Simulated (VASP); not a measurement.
# InAs (F-43m) in VASP: settings compared, part 3 of 3

VASP 6.6.1.

**5. Band structure, PBE, spin-orbit coupling, no magnetisation**

File INCAR:

```
SYSTEM = InAs
PREC = Accurate ; ENCUT = 520
EDIFF = 1E-7 ; ISMEAR = -1
SIGMA = 0.05 ; LREAL = .FALSE.
LASPH = .TRUE. ; NELM = 60
ALGO = Fast ; ISIF = 2
LWAVE = .FALSE. ; LCHARG = .FALSE.
MAGMOM = 0 0 0 0 0 0 ; LORBIT = 11
LSORBIT = .TRUE. ; GGA_COMPAT = .FALSE.
GGA = PE ; NBANDS = 30
```

File KPOINTS:

```
regular mesh
0
G
  6 6 6
  0 0 0
```

File POSCAR:

```
InAs
1.0
    0.0000000000      3.0180000000      3.0180000000
    3.0180000000      0.0000000000      3.0180000000
    3.0180000000      3.0180000000      0.0000000000
In As
1 1
Direct
    0.0000000000      0.0000000000      0.0000000000
    0.7500000000      0.7500000000      0.7500000000
```

File KPOINTS_OPT:

```
path GXWKGLUWLK,UX
15
line-mode
reciprocal
 0.0000000000  0.0000000000  0.0000000000  G
 0.5000000000  0.0000000000  0.5000000000  X

 0.5000000000  0.0000000000  0.5000000000  X
 0.5000000000  0.2500000000  0.7500000000  W

 0.5000000000  0.2500000000  0.7500000000  W
 0.3750000000  0.3750000000  0.7500000000  K

 0.3750000000  0.3750000000  0.7500000000  K
 0.0000000000  0.0000000000  0.0000000000  G

 0.0000000000  0.0000000000  0.0000000000  G
 0.5000000000  0.5000000000  0.5000000000  L

 0.5000000000  0.5000000000  0.5000000000  L
 0.6250000000  0.2500000000  0.6250000000  U

 0.6250000000  0.2500000000  0.6250000000  U
 0.5000000000  0.2500000000  0.7500000000  W

 0.5000000000  0.2500000000  0.7500000000  W
 0.5000000000  0.5000000000  0.5000000000  L

 0.5000000000  0.5000000000  0.5000000000  L
 0.3750000000  0.3750000000  0.7500000000  K

 0.6250000000  0.2500000000  0.6250000000  U
 0.5000000000  0.0000000000  0.5000000000  X
```

Potentials or basis: VASP PAW PBE potentials, release 64 (In_d, As).

Started as:

```bash
$ cat potpaw_PBE.64/In_d/POTCAR potpaw_PBE.64/As/POTCAR > POTCAR
$ mpirun -np 1 vasp_ncl > vasp.out
```

OUTCAR:

```text
SYSTEM = InAs
   PREC = Accurate
   ENCUT = 520
   EDIFF = 1E-7
   ISMEAR = -1
   LREAL = .FALSE.
   LASPH = .TRUE.
   NELM = 60
   ISIF = 2
   LORBIT = 11
   LSORBIT = .TRUE.
   GGA = PE

 ion  position               nearest neighbor table
   1  0.000  0.000  0.000-   2 2.61   2 2.61   2 2.61   2 2.61
   2  0.750  0.750  0.750-   1 2.61   1 2.61   1 2.61   1 2.61

  LATTYP: Found a face centered cubic cell.
 ALAT       =     6.0360000000

  Lattice vectors:

 A1 = (   0.0000000000,   3.0180000000,   3.0180000000)
 A2 = (   3.0180000000,   0.0000000000,   3.0180000000)
 A3 = (   3.0180000000,   3.0180000000,   0.0000000000)

[... 988 lines left out ...]
    -0.0000011    -0.0000003     0.0000000    -0.0000003     0.0000000
 l=   3
     0.0000000     0.0000000     0.0000000     0.0000000     0.0000000     0.0000000     0.0000000
     0.0000000     0.0000000     0.0000000     0.0000000     0.0000000     0.0000000     0.0000000
     0.0000000     0.0000000     0.0000000     0.0000000     0.0000000     0.0000000     0.0000000
     0.0000000     0.0000000     0.0000000     0.0000000     0.0000000     0.0000000     0.0000000
     0.0000000     0.0000000     0.0000000     0.0000000     0.0000000     0.0000000     0.0000000
     0.0000000     0.0000000     0.0000000     0.0000000     0.0000000     0.0000000     0.0000000
     0.0000000     0.0000000     0.0000000     0.0000000     0.0000000     0.0000000     0.0000000

 total charge

# of ion       s       p       d       tot
------------------------------------------
    1        0.847   0.741   9.890  11.479
    2        1.218   1.580   0.022   2.820
--------------------------------------------------
tot          2.066   2.321   9.912  14.299

 magnetization (x)

# of ion       s       p       d       tot
------------------------------------------
    1       -0.000  -0.000   0.000  -0.000
    2        0.000   0.000   0.000   0.000
--------------------------------------------------
tot         -0.000   0.000   0.000  -0.000

 magnetization (y)

# of ion       s       p       d       tot
------------------------------------------
    1        0.000  -0.000   0.000   0.000
    2        0.000  -0.000   0.000  -0.000
--------------------------------------------------
tot          0.000  -0.000   0.000  -0.000

 magnetization (z)

# of ion       s       p       d       tot
------------------------------------------
    1        0.000   0.000  -0.000   0.000
    2        0.000   0.000   0.000   0.000
--------------------------------------------------
tot          0.000   0.000  -0.000   0.000
```

stdout:

```text
POSCAR found type information on POSCAR InAs
 POSCAR found :  2 types and       2 ions
 scaLAPACK will be used
 LDA part: xc-table for (Slater+PW92), standard interpolation
 POSCAR, INCAR and KPOINTS ok, starting setup
 FFT: planning ... GRIDC
 FFT: planning ... GRID_SOFT
 FFT: planning ... GRID
 WAVECAR not read
 entering main loop
WARNING in EDDRMM: call to ZHEGV failed, returncode =   8  4     27
WARNING in EDDRMM: call to ZHEGV failed, returncode =   6  3     28
 num prob  num prob  num prob  num prob RMM:  22    -0.769620719901E+01    0.51982E-07   -0.22439E-08   879   0.149E-03
 Start KPOINTS_OPT (optional k-point list driver)
k-point batch [1-22\150]
k-point batch [23-44\150]
k-point batch [45-66\150]
k-point batch [67-88\150]
k-point batch [89-110\150]
k-point batch [111-132\150]
k-point batch [133-150\150]
```

It took 8.9 min on 1 thread of Intel Xeon Platinum 8375C at 2.90GHz (Ice Lake), shared host; peak memory 0.33 GiB.

What came out:

| Item | Value |
| --- | --- |
| Free energy | -7.6962 eV |
| Pressure | 4.4 GPa |
| Valence electrons inside the program's atomic spheres | In 11.48; As 2.82 |

**6. For comparison**

An earlier run on the cell as given: functional PBE; potentials or basis VASP PAW PBE potentials, release 64 (In_d, As); cutoff 520 eV; k mesh 8 × 8 × 8; occupations fermi-dirac, width 0.05 eV; no spin polarisation.

* Pressure: 4.4 GPa
* Band gap on the k mesh: none (metal or under the smearing width)

**7. Overview**

| task | level | spin | k mesh | grid for exact exchange (PRECFOCK) | exchange at q = 0 | mesh quality | gap on the mesh (eV) | pressure (GPa) |
| --- | --- | --- | --- | --- | --- | --- | --- | --- |
| band structure | PBEsol0 | off | 4 × 4 × 4 | Fast | truncated | coarse | 1.17 | 0.0 |
| band structure | AM05 | off | 8 × 8 × 8 | - | - | not flagged | - | 1.9 |
| band structure | PBE | off | 6 × 6 × 6 | - | - | not flagged | - | 4.4 |
| band structure | PBE | SOC, no magnetisation | 6 × 6 × 6 | - | - | not flagged | - | 4.4 |
| single point | PBE | off | 8 × 8 × 8 | - | - | not flagged | none | 4.4 |

Alike in all rows: potentials or basis VASP PAW PBE potentials, release 64 (In_d, As); cell as given; cutoff (eV) 520; smearing fermi-dirac 0.05 eV.

Caveats: some runs use coarse meshes; spin-orbit coupling is left out, which moves the levels of the heavy elements (some runs); the PAW data sets were made with another functional, which shifts forces and pressure a little (some runs); this crystal is a semiconductor, whose small gap the functional closes, so the metal is an error of the method (some runs).

Absolute energies hang on the potentials; compare differences alone.

**8. Comparison with measurements**

Step 3. Against the measured gap of InAs, 0.418 eV (direct; 4.2 K; a printed reference work, data compilation), the calculated 0.00 eV is off by -0.42 eV. Spin-orbit coupling on As, In is left out. The value is that of AM05, without temperature or zero-point motion. Semilocal functionals fall short of measured gaps as a rule.

Step 4. A measured gap of InAs is 0.418 eV (direct; 4.2 K; a printed reference work, data compilation); the calculated 0.00 eV misses it by -0.42 eV. Spin-orbit coupling on As, In is left out. The value is that of PBE, without temperature or zero-point motion. Semilocal functionals fall short of measured gaps as a rule.
